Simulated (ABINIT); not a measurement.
Input of an ABINIT 10.8.3 (patched build) run:

Contents of run.abi:

```
# Datasets: ground state, then fixed potential
ndtset 2

# Pseudopotentials
pp_dirpath "./"
pseudos "Te.GGA_PBE-JTH.xml, Ti.GGA_PBE-JTH.xml"

# Structure
acell 3*1.0
rprim
     7.1374955727     0.0000000000     0.0000000000
    -3.5687477864     6.1812524854     0.0000000000
     0.0000000000     0.0000000000    12.2794403578
ntypat 2
znucl 52 22
natom 3
typat 1 1 2
xcart
    -0.0000000004     4.1208349905     9.0524034318
     3.5687477867     2.0604174949     3.2270369260
     0.0000000000     0.0000000000     0.0000000000

# Plane-wave basis
ecut 15.0
pawecutdg 30.0

# Exchange and correlation
ixc 27

# Bands and occupations
occopt 3
tsmear 0.05 eV

# SCF cycle
nstep 100

# Output
iomode 3
prtwf 0
prteig 0
prtebands 0
enunit 1
prtden1 1

# Dataset 1
kptopt1 1
ngkpt1 8 8 4
nshiftk1 1
shiftk1 0.0 0.0 0.0
nband1 16
tolvrs1 1.0e-9

# Dataset 2: bands along G-M-K-G-A-L-H-A
iscf2 -2
getden2 1
nband2 20
nbdbuf2 2
tolwfr2 1.0e-12
kptopt2 -7
ndivsm2 8
prteig2 1
prtvol2 -3
kptbounds2
     0.0000000000     0.0000000000     0.0000000000
     0.5000000000     0.0000000000     0.0000000000
     0.3333333333     0.3333333333     0.0000000000
     0.0000000000     0.0000000000     0.0000000000
     0.0000000000     0.0000000000     0.5000000000
     0.5000000000     0.0000000000     0.5000000000
     0.3333333333     0.3333333333     0.5000000000
     0.0000000000     0.0000000000     0.5000000000
```

Potentials or basis: JTH PAW PBE v2.0.

Run with:

```sh
$ abinit run.abi > log 2>&1
```

Question: Predict the pressure.

Answer: 2.8 GPa.

Question: Predict the band gap on the k mesh.

Answer: None (metal or under the smearing width).

Stress tensor (GPa, compression positive):
```
2.75 0.00 0.00
0.00 2.75 0.00
0.00 0.00 3.03
```

Caveat: the PAW data sets were made with another functional, which shifts forces and pressure a little; spin-orbit coupling is left out, which moves the levels of the heavy elements.
